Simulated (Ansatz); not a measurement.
**ScAl₃: strain energy, fitted**

ScAl₃, Pm-3m, a = 4.086 Å. The structure is a Materials Project entry; whether it is the stable form wasn't checked. Ansatz: r2SCAN, PAW, 500 eV, Γ-centred 14×14×14 mesh on 4 atoms, Gaussian smearing 0.10 eV; no spin polarisation. Series: biaxial strain in the a-b plane, c and atoms relaxed; x is the strain in per cent. y is the free energy over the unstrained cell, V0 = 17.049 Å³/atom.

| x (%) | y (meV/atom) |
| --- | --- |
| -6.0 | 101.85 |
| -4.0 | 43.13 |
| -2.0 | 10.31 |
| 0.0 | 0.00 |
| 2.0 | 8.93 |
| 4.0 | 33.76 |
| 6.0 | ? |

Q: Fit y = c2 x² + c3 x³ to the other rows, turn c2 into a modulus, and predict the missing energy.

A: Least squares on the rows shown. y = 2.3992 x² − 0.071928 x³. In eV per unit strain² c2 is 23.99; M is the biaxial modulus (E = M V0 ε²): 23.99 × 160.2 / (17.049) = 225 GPa. The unstrained cell keeps some stress along the strain, worth a slope of -0.10 meV/atom per %, which the form leaves out. At x = 6.0 the fit asked for gives 70.83 meV/atom. The run gave 71.23 meV/atom, so the fit is 0.40 meV/atom too low, 0.39 % of the span of the series, against an rms of 0.10 meV/atom on the fitted rows. The row lies outside the fitted range. With a term in x⁴ added, a fit to the same known rows predicts 70.17 meV/atom, further off still.